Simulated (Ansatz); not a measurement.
A relaxed cell of Rh is given with its symmetry left out. The cell was found from a structure generator's guess, not taken from experiment.

All numbers below come from DFT PBE, scalar-relativistic, plane waves, PAW in Ansatz. Cutoff 420 eV, Γ-centred mesh, Gaussian smearing, no spin polarisation.

```cif
data_structure
_symmetry_space_group_name_H-M 'P 1'
_symmetry_Int_Tables_number 1
_cell_length_a 2.6377
_cell_length_b 2.6377
_cell_length_c 2.5427
_cell_angle_alpha 90.000
_cell_angle_beta 90.000
_cell_angle_gamma 120.000
_cell_volume 15.32
loop_
_atom_site_label
_atom_site_type_symbol
_atom_site_fract_x
_atom_site_fract_y
_atom_site_fract_z
_atom_site_occupancy
Rh1 Rh 0.00000 0.00000 0.00000 1
```

Energies count from the standard state of Rh at the same level.

(1) Find its symmetry and describe it.

(2) How far does it lie from the standard state of Rh?

(3) Is it a metal?

## Answers

(1) P6/mmm (No. 191), the simple hexagonal type. Conventional cell: a = 2.638 Å, c = 2.543 Å. Rh has 8 Rh at 2.54–2.64 Å.

(2) +0.49 eV/atom. It lies above the standard state, so it could only be metastable.

(3) Yes, bands cross the Fermi level on the 24×24×22 mesh.

The last run used a 24×24×22 mesh (in the run's order of axes) for its 1-atom cell and Gaussian smearing of 0.10 eV. A structure relaxed within its symmetry needn't be a true minimum.
